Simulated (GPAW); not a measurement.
# Si3N4 (P-43m) in GPAW: convergence with density grid spacing (A)

Aim: find how far density grid spacing (A) must go before the results for Si3N4 settle, at PBE. This setting moves, with any that are tied to it; all else stays.

Everything below comes from runs of GPAW 26.7.0. Logs are shortened: lines on timing, memory, paths and dates and some standing lists are left out, and cuts for length are marked. The log counts tension as positive stress, the text compression.

### Step 1. The structure

It takes space group P-43m (No. 215, cubic). Conventional cell: a = 4.131 Å, b = 4.131 Å, c = 4.131 Å, α = 90.00°, β = 90.00°, γ = 90.00°. Si (site symmetry -42m) is surrounded by 4 N at 1.77 Å. Around N (site symmetry 3m) lie 3 Si at 1.77 Å.

The cell was built by a generator and needn't be a form met in nature.

### Step 2. With density grid spacing (A) 0.24

The input, run.py:

```python
from ase import Atoms
from ase.dft.bandgap import bandgap
from ase.io import write
from ase.units import GPa
from gpaw import GPAW, PW

atoms = Atoms(['Si', 'Si', 'Si', 'N', 'N', 'N', 'N'],
              cell=[[4.13078, 0.0, 0.0],
                    [0.0, 4.13078, 0.0],
                    [0.0, 0.0, 4.13078]],
              scaled_positions=[[0.0, 0.0, 0.5],
                                [0.5, 0.0, 0.0],
                                [0.0, 0.5, 0.0],
                                [0.23952, 0.23952, 0.76048],
                                [0.76048, 0.76048, 0.76048],
                                [0.23952, 0.76048, 0.23952],
                                [0.76048, 0.23952, 0.23952]],
              pbc=True)

calc = GPAW(mode=PW(800),
            h=0.24,
            xc='PBE',
            kpts={'size': (5, 5, 5), 'gamma': True},
            occupations={'name': 'fermi-dirac', 'width': 0.05},
            nbands=31,
            convergence={'density': 1e-05, 'energy': 1e-05},
            maxiter=100,
            txt='gpaw.txt')
atoms.calc = calc
energy = atoms.get_potential_energy()
forces = atoms.get_forces()
stress = atoms.get_stress()
calc.write('gs.gpw')
write('result.traj', atoms)
print(f'Energy: {energy:.6f} eV')
print('Forces (eV/A):')
print(forces.round(4))
print('Stress (GPa):', (stress / GPa).round(3))
print('Fermi level:', round(calc.get_fermi_level(), 4), 'eV')
print(f'Gap: {bandgap(calc)[0]:.4f} eV, direct: {bandgap(calc, direct=True)[0]:.4f} eV')
```

Potentials or basis: GPAW PAW data sets (gpaw-data 1.2.1), pw.

Started as:

```bash
$ OMP_NUM_THREADS=1 python run.py
```

It took 1.2 s on 1 thread of Arm Neoverse V2, shared host; peak memory 0.13 GiB.

The input was rejected before any iteration.

### Step 3. With density grid spacing (A) 0.2

Changes to run.py since step 2:

```diff
@@ -20,3 +20,3 @@
 calc = GPAW(mode=PW(800),
-            h=0.24,
+            h=0.2,
             xc='PBE',
```

Potentials or basis: GPAW PAW data sets (gpaw-data 1.2.1), pw.

Started as:

```bash
$ OMP_NUM_THREADS=1 python run.py
```

gpaw.txt:

```text
__  _  _
 | _ |_)|_||  |
 |__||  | ||/\| - 26.7.0

Input parameters:
  mode=PW(ecut=800.0),
  convergence={'density': 1e-05, 'energy': 1e-05},
  h=0.2,
  kpts=MonkhorstPack(size=(5, 5, 5), gamma=True),
  maxiter=100,
  nbands=31,
  occupations=Occupations(name='fermi-dirac', width=0.05),
  xc=XC(name='PBE')

Diagonalizing LCAO Hamiltonian
Converting LCAO to pw mode
    .---------.
   /|         |
  / |      N  |
 *  N         |
 |  |         |
 Si .-N-------.
 | Si    N   /
 |/         /
 *----Si---*

Atoms  # Å, Bohr magnetons
|   | symbol |        x |        y |        z |    initial magnetic moments |
|---|--------|----------|----------|----------|-----------------------------|
| 0 |     Si | 0.000000 | 0.000000 | 2.065390 | ( 0.0000,  0.0000,  0.0000) |
| 1 |     Si | 2.065390 | 0.000000 | 0.000000 | ( 0.0000,  0.0000,  0.0000) |
| 2 |     Si | 0.000000 | 2.065390 | 0.000000 | ( 0.0000,  0.0000,  0.0000) |
| 3 |      N | 0.989404 | 0.989404 | 3.141376 | ( 0.0000,  0.0000,  0.0000) |
| 4 |      N | 3.141376 | 3.141376 | 3.141376 | ( 0.0000,  0.0000,  0.0000) |
| 5 |      N | 0.989404 | 3.141376 | 0.989404 | ( 0.0000,  0.0000,  0.0000) |
| 6 |      N | 3.141376 | 0.989404 | 0.989404 | ( 0.0000,  0.0000,  0.0000) |

Unit cell  # Å
| periodic |        x |        y |        z |  lengths |    angles |
|----------|----------|----------|----------|----------|-----------|
|      yes | 4.130780 | 0.000000 | 0.000000 | 4.130780 | 90.000000 |
|      yes | 0.000000 | 4.130780 | 0.000000 | 4.130780 | 90.000000 |
|      yes | 0.000000 | 0.000000 | 4.130780 | 4.130780 | 90.000000 |

Number of symmetries: 24
Symmetry operations  # r_c * U_cc + t_c -> r_c
|    | kind |            matrix            |
|----|------|------------------------------|
|  0 |  E   |  1, 0, 0,  0, 1, 0,  0, 0, 1 |
|  1 |  σ   |  1, 0, 0,  0, 0, 1,  0, 1, 0 |
|  2 |  σ   |  1, 0, 0,  0, 0,-1,  0,-1, 0 |
|  3 |  C2  |  1, 0, 0,  0,-1, 0,  0, 0,-1 |
|  4 |  σ   |  0, 1, 0,  1, 0, 0,  0, 0, 1 |
|  5 |  C3  |  0, 1, 0,  0, 0, 1,  1, 0, 0 |
|  6 |  C3  |  0, 1, 0,  0, 0,-1, -1, 0, 0 |
|  7 |  S4  |  0, 1, 0, -1, 0, 0,  0, 0,-1 |
|  8 |  C3  |  0, 0, 1,  1, 0, 0,  0, 1, 0 |
|  9 |  σ   |  0, 0, 1,  0, 1, 0,  1, 0, 0 |
| 10 |  S4  |  0, 0, 1,  0,-1, 0, -1, 0, 0 |
| 11 |  C3  |  0, 0, 1, -1, 0, 0,  0,-1, 0 |
| 12 |  C3  |  0, 0,-1,  1, 0, 0,  0,-1, 0 |
| 13 |  σ   |  0, 0,-1,  0, 1, 0, -1, 0, 0 |
| 14 |  S4  |  0, 0,-1,  0,-1, 0,  1, 0, 0 |
| 15 |  C3  |  0, 0,-1, -1, 0, 0,  0, 1, 0 |
| 16 |  S4  |  0,-1, 0,  1, 0, 0,  0, 0,-1 |
| 17 |  C3  |  0,-1, 0,  0, 0, 1, -1, 0, 0 |
| 18 |  C3  |  0,-1, 0,  0, 0,-1,  1, 0, 0 |
| 19 |  σ   |  0,-1, 0, -1, 0, 0,  0, 0, 1 |
| 20 |  C2  | -1, 0, 0,  0, 1, 0,  0, 0,-1 |
| 21 |  S4  | -1, 0, 0,  0, 0, 1,  0,-1, 0 |
| 22 |  S4  | -1, 0, 0,  0, 0,-1,  0, 1, 0 |
| 23 |  C2  | -1, 0, 0,  0,-1, 0,  0, 0, 1 |

BZ-sampling:
  Number of BZ points: 125
  Number of IBZ points: 10

  Monkhorst-Pack size: [5, 5, 5]
  Monkhorst-Pack shift: [0, 0, 0]

K-points  # in reciprocal-cell coordinates
|   |                                coordinates |     weight |
|---|--------------------------------------------|------------|
| 0 | (  0.00000000,   0.00000000,   0.00000000) | 0.00800000 |
| 1 | (  0.20000000,   0.00000000,   0.00000000) | 0.04800000 |
| 2 | (  0.20000000,   0.20000000,   0.00000000) | 0.09600000 |
| 3 | (  0.20000000,   0.20000000,   0.20000000) | 0.06400000 |
| 4 | (  0.40000000,   0.00000000,   0.00000000) | 0.04800000 |
| 5 | (  0.40000000,   0.20000000,   0.00000000) | 0.19200000 |
| 6 | (  0.40000000,   0.20000000,   0.20000000) | 0.19200000 |
| 7 | (  0.40000000,   0.40000000,   0.00000000) | 0.09600000 |
| 8 | (  0.40000000,   0.40000000,   0.20000000) | 0.19200000 |
| 9 | (  0.40000000,   0.40000000,   0.40000000) | 0.06400000 |

Plane wave coefficients: 3695
Cutoff: 800.0 eV

Spin-components: 1 (collinear spins)
Bands:           31
Projectors:      35
Spin-degeneracy: 2
Datatype:        complex128

Parallelization:
  kpt:    1
  domain: 1
  band:   1

Density:
  Valence electrons: 32.0
  Components: 1
  Grid points: [21 21 21]
  Charge: 0.0  # |e|

Potential:
  Grid points: [21 21 21]

species:
  Si:
    name:    Silicon
    Z:       14.0
    valence: 4
    core:    10
    charge:  0.0  # [|e|]
    compensation charges:
      type: gauss
      rc: 0.33  # [Å]
      lmax: 2
    cutoffs:
      filter: 1.86  # [Å]
      core: 2.06  # [Å]
    projectors
    | kind |    occ | energy [eV] | rcut [Å] |
    |------|--------|-------------|----------|
    |   3s |  2.000 |     -10.812 |    1.058 |
    |   3p |  2.000 |      -4.081 |    1.058 |
    |    s |        |      16.399 |    1.058 |
    |    p |        |      23.130 |    1.058 |
    |    d |        |       0.000 |    1.058 |

    Using partial waves for Si as LCAO basis

  N:
    name:    Nitrogen
    Z:       7.0
    valence: 5
    core:    2
    charge:  0.0  # [|e|]
    compensation charges:
      type: gauss
      rc: 0.18  # [Å]
      lmax: 2
    cutoffs:
      filter: 1.11  # [Å]
      core: 0.96  # [Å]
    projectors
    | kind |    occ | energy [eV] | rcut [Å] |
    |------|--------|-------------|----------|
    |   2s |  2.000 |     -18.583 |    0.603 |
    |   2p |  3.000 |      -7.089 |    0.529 |
    |    s |        |       8.629 |    0.603 |
    |    p |        |      20.123 |    0.529 |
    |    d |        |       0.000 |    0.577 |

    Using partial waves for N as LCAO basis

Reference energy: -29585.918768  # eV

eigensolver:
  PPCG
  Converge bands: occupied
  niter=2

density mixing:
  MSR1-Mixer
  Pratt-step length: 0.05
  Maximum mixing coefficient: 0.75
  Old densities: 10
  SVD Regularization: 0.005
  Good broyden scale: 1.0
  Trust region scale: 1.0
  Backstep threshold: 4.0
  History deletion threshold: 6.0
  Fourier metric: weight=20.0, sigma=0.015

occupation numbers:
  Fermi-Dirac:
    width: 0.0500  # eV

poisson solver:
  ecut: 6400.0  # eV

xc functional:
  name: PBE with 2 nearest neighbor stencil

convergence criteria:
- Maximum integral of absolute [dens]ity change: 1e-05 electrons / valence electron
- Maximum [total energy] change in last 3 cyles: 1e-05 eV / valence electron
- Maximum integral of absolute [eigenst]ate change: 4e-08 eV^2 / valence electron
maximum number of iterations: 100

SCF iterations
|iter     | |      energy | eigst |  dens |
|---------|-|-------------|-------|-------|
|iter:   1| |  -62.353907 | +0.08 |       |
|iter:   2| |  -60.626663 | -1.82 | -0.60 |
|iter:   3| |  -55.389023 | -0.74 | -0.65 |
|iter:   4| |  -55.431115 | -2.67 | -1.31 |
|iter:   5| |  -55.451696 | -3.38 | -1.64 |
|iter:   6| |  -55.452140 | -5.21 | -2.69 |
|iter:   7| |  -55.452184 | -6.30 | -3.22 |
|iter:   8| |  -55.452185c| -7.91c| -4.33 |
|iter:   9| |  -55.452185c| -8.11c| -4.88 |
|iter:  10| |  -55.452185c| -8.99c| -5.64c|

Converged in 10 steps
Energy contributions relative to reference atoms: (reference = -29585.918768)

Energy contributions:
  Kinetic:          53.541666
  Coulomb:         -46.114538
  Zero:              0.313542
  External:          0.000000
  Xc:              -63.192855
  Entropy:          -0.000000
  Spinorbit:         0.000000
  ----------------------------
  Free energy:     -55.452185
  Extrapolated:    -55.452185

dipole moment: (-17.737693, -17.737693, -17.737693)  # |e|*Ang

Fermi level: 8.204
Eigenvalues  # (at kpt = [0.000, 0.000, 0.000])
| band index |      eig [eV] | occ [0-2] |
|------------|---------------|-----------|
|          0 |       -10.794 |     2.000 |
|        ... |               |           |
|          8 |         2.679 |     2.000 |
|          9 |         2.698 |     2.000 |
|         10 |         3.845 |     2.000 |
|         11 |         3.845 |     2.000 |
|         12 |         3.845 |     2.000 |
|         13 |         6.982 |     2.000 |
[... 8 lines left out ...]
|         22 |        17.405 |     0.000 |
|         23 |        18.635 |     0.000 |
|        ... |               |           |
|         30 |        21.442 |     0.000 |

Gap: 2.783 eV
Transition (v -> c):
  (s=0, k=9, n=15, [0.40, 0.40, 0.40]) -> (s=0, k=0, n=16, [0.00, 0.00, 0.00])
Direct/indirect transitions are different
Direct gap: 2.942 eV
Transition at: (s=0, k=0, n=15, [0.00, 0.00, 0.00])

Forces  # eV/Ang
|        x |        y |        z |
|----------|----------|----------|
| -0.00000 | -0.00000 | -0.00000 |  # Si   0
| -0.00000 | -0.00000 |  0.00000 |  # Si   1
| -0.00000 | -0.00000 |  0.00000 |  # Si   2
|  0.03606 |  0.03606 | -0.03606 |  # N    3
| -0.03606 | -0.03606 | -0.03606 |  # N    4
|  0.03606 | -0.03606 |  0.03606 |  # N    5
| -0.03606 |  0.03606 |  0.03606 |  # N    6

Stress tensor  # eV/Ang^3
|         x |         y |         z |
|-----------|-----------|-----------|
| -0.015459 | -0.000000 | -0.000000 |
| -0.000000 | -0.015459 | -0.000000 |
| -0.000000 | -0.000000 | -0.015459 |

# Writing to gs.gpw (mode='')
```

stdout:

```text
Energy: -55.452185 eV
Forces (eV/A):
[[-0.     -0.     -0.    ]
 [-0.     -0.      0.    ]
 [-0.     -0.      0.    ]
 [ 0.0361  0.0361 -0.0361]
 [-0.0361 -0.0361 -0.0361]
 [ 0.0361 -0.0361  0.0361]
 [-0.0361  0.0361  0.0361]]
Stress (GPa): [-2.477 -2.477 -2.477 -0.    -0.    -0.   ]
Fermi level: 8.2041 eV
Gap: 2.7826 eV, direct: 2.9422 eV
```

Run time: 14 s. Hardware: 1 thread of Arm Neoverse V2, shared host; peak memory 0.17 GiB.

What came out:

```yaml
Free_energy: -55.4522 eV
Pressure: 2.5 GPa
Largest_force: 0.062 eV/Å
Band_gap_on_the_k_mesh: 2.78 eV, indirect (least direct gap 2.94 eV)
```

### Step 4. With density grid spacing (A) 0.17

Changes to run.py since step 3:

```diff
@@ -20,3 +20,3 @@
 calc = GPAW(mode=PW(800),
-            h=0.2,
+            h=0.17,
             xc='PBE',
```

Started as:

```bash
$ OMP_NUM_THREADS=1 python run.py
```

Wall time 15 s (1 thread of Arm Neoverse V2, shared host); peak memory 0.18 GiB.

What came out:

- Free energy: -55.3444 eV
- Pressure: 1.8 GPa
- Largest force: 0.134 eV/Å
- Band gap on the k mesh: 2.76 eV, indirect (least direct gap 2.92 eV)

### Step 5. With density grid spacing (A) 0.15

Changes to run.py since step 4:

```diff
@@ -20,3 +20,3 @@
 calc = GPAW(mode=PW(800),
-            h=0.17,
+            h=0.15,
             xc='PBE',
```

Started as:

```bash
$ OMP_NUM_THREADS=1 python run.py
```

Wall time 19 s (1 thread of Arm Neoverse V2, shared host); peak memory 0.19 GiB.

Results (log left out):

```
Free energy            : -55.3356 eV
Pressure               : 1.7 GPa
Largest force          : 0.131 eV/Å
Band gap on the k mesh : 2.76 eV, indirect (least direct gap 2.92 eV)
```

### Step 6. With density grid spacing (A) 0.13

Changes to run.py since step 5:

```diff
@@ -20,3 +20,3 @@
 calc = GPAW(mode=PW(800),
-            h=0.15,
+            h=0.13,
             xc='PBE',
```

Potentials or basis: GPAW PAW data sets (gpaw-data 1.2.1), pw.

Started as:

```bash
$ OMP_NUM_THREADS=1 python run.py
```

Wall time 19 s (1 thread of Arm Neoverse V2, shared host); peak memory 0.21 GiB.

It converged, with:

* Free energy: -55.3364 eV
* Pressure: 1.7 GPa
* Largest force: 0.130 eV/Å
* Band gap on the k mesh: 2.76 eV, indirect (least direct gap 2.92 eV)

### Step 7. With density grid spacing (A) 0.11

Changes to run.py since step 6:

```diff
@@ -20,3 +20,3 @@
 calc = GPAW(mode=PW(800),
-            h=0.13,
+            h=0.11,
             xc='PBE',
```

Started as:

```bash
$ OMP_NUM_THREADS=1 python run.py
```

Wall time 35 s (1 thread of Arm Neoverse V2, shared host); peak memory 0.29 GiB.

The run converged. Its results:

| Quantity | Value |
| --- | --- |
| Free energy | -55.3370 eV |
| Pressure | 1.7 GPa |
| Largest force | 0.131 eV/Å |
| Band gap on the k mesh | 2.76 eV, indirect (least direct gap 2.92 eV) |

### Step 8. With density grid spacing (A) 0.09

Changes to run.py since step 7:

```diff
@@ -20,3 +20,3 @@
 calc = GPAW(mode=PW(800),
-            h=0.11,
+            h=0.09,
             xc='PBE',
```

Started as:

```bash
$ OMP_NUM_THREADS=1 python run.py
```

Wall time 63 s (1 thread of Arm Neoverse V2, shared host); peak memory 0.41 GiB.

The run converged. Its results:

- Free energy: -55.3372 eV
- Pressure: 1.7 GPa
- Largest force: 0.131 eV/Å
- Band gap on the k mesh: 2.76 eV, indirect (least direct gap 2.92 eV)

### Step 9. The series at a glance

| density grid spacing (A) | energy less the tightest run, at zero smearing (meV/atom) | pressure (GPa) | largest force (eV/Å) | gap on the mesh (eV) | SCF cycles | CPU time (s) | peak memory (GiB) |
| --- | --- | --- | --- | --- | --- | --- | --- |
| 0.24 | refused | - | - | - | - | - | - |
| 0.2 | -16.42 | 2.48 | 0.062 | 2.783 | 10 | 14 | 0.17 |
| 0.17 | -1.03 | 1.80 | 0.134 | 2.759 | 10 | 15 | 0.18 |
| 0.15 | 0.24 | 1.69 | 0.131 | 2.757 | 10 | 19 | 0.19 |
| 0.13 | 0.11 | 1.69 | 0.130 | 2.757 | 10 | 19 | 0.21 |
| 0.11 | 0.03 | 1.69 | 0.131 | 2.757 | 10 | 35 | 0.29 |
| 0.09 | 0.00 | 1.69 | 0.131 | 2.757 | 10 | 63 | 0.41 |

Against the tightest run, the energy stays within 1 meV/atom from 0.15 on; the pressure stays within 0.1 GPa from 0.15 on; the largest force stays within 0.005 eV/Å from 0.17 on; the gap on the mesh stays within 0.01 eV from 0.17 on. The tightest run that finished is the yardstick and may itself not be fully converged.

Caveats: an odd mesh through Γ misses points on the zone boundary, where band edges often lie.
